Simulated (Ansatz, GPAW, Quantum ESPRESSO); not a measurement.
# Ta2C: programs and potentials compared

```
Ta C
1.0
     3.10590    0.00000    0.00000
    -1.55295    2.68979    0.00000
     0.00000    0.00000    4.94640
Ta C
2 1
Cartesian
  1.5530 0.8966 3.6999
  0.0000 1.7932 1.2465
  0.0000 0.0000 0.0000
```

Alike in all runs: task band structure; functional PBEsol; k mesh 10 × 10 × 6; occupations fermi-dirac, width 0.05 eV; no spin polarisation; no spin-orbit coupling. Pressure is positive in compression and, in plane waves, holds the error of the finite cutoff, which Ansatz's Pulay term estimates and takes out.

| program and potentials | plane-wave cutoff (eV) | notes | pressure (GPa) |
| --- | --- | --- | --- |
| Ansatz, Ansatz PAW | 420 | potentials made for PBE, which Ansatz adapts in part; Pulay term of +0.18 GPa included | -3.11 |
| GPAW, PAW data sets generated for this functional | 800 | - | -2.64 |
| Quantum ESPRESSO, GBRV 1.5 PBEsol | 762 | - | ? |

Estimate from the other rows what the run with Quantum ESPRESSO, GBRV 1.5 PBEsol gave.

Pressure -3.08 GPa. The other rows, which needn't bracket it: pressure -3.11 to -2.64.
